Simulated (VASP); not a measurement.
Write the native input for VASP 6.6.1 that does the following.

```
Task                   : single point
Functional             : PBE
Potentials or basis    : VASP PAW PBE potentials, release 64 (Pb_d, Te)
Cutoff                 : 520 eV
k mesh                 : 7 × 7 × 7
Occupations            : gaussian, width 0.011 eV
Spin                   : no spin polarisation
Further INCAR settings : ALGO = Normal; EDIFF = 1e-06; NBANDS = 17
```

The structure of TePb lies in POSCAR:

```
TePb
1.0
    0.0000000000      3.2310000000      3.2310000000
    3.2310000000      0.0000000000      3.2310000000
    3.2310000000      3.2310000000      0.0000000000
Pb Te
1 1
Direct
    0.0000000000      0.0000000000      0.0000000000
    0.5000000000      0.5000000000      0.5000000000
```

The input as run:

INCAR

```
ALGO = Normal
EDIFF = 1E-6
ENCUT = 520
GGA = PE
ISIF = 2
ISMEAR = 0
LASPH = True
LCHARG = False
LREAL = False
LWAVE = False
NBANDS = 17
NELM = 80
PREC = Accurate
SIGMA = 0.011
```

KPOINTS

```
k-points
0
Gamma
  7 7 7
```

Potentials or basis: VASP PAW PBE potentials, release 64 (Pb_d, Te).

Launch:

```bash
$ cat potpaw_PBE.64/Pb_d/POTCAR potpaw_PBE.64/Te/POTCAR > POTCAR
$ mpirun -np 1 vasp_std > vasp.out
```

It gave:

| Property | Result |
| --- | --- |
| Pressure | 2.1 GPa |

It took 27 s on 1 thread of Intel(R) Xeon(R) Platinum 8559C (Emerald Rapids), on a shared host, peak memory 0.2 GiB.
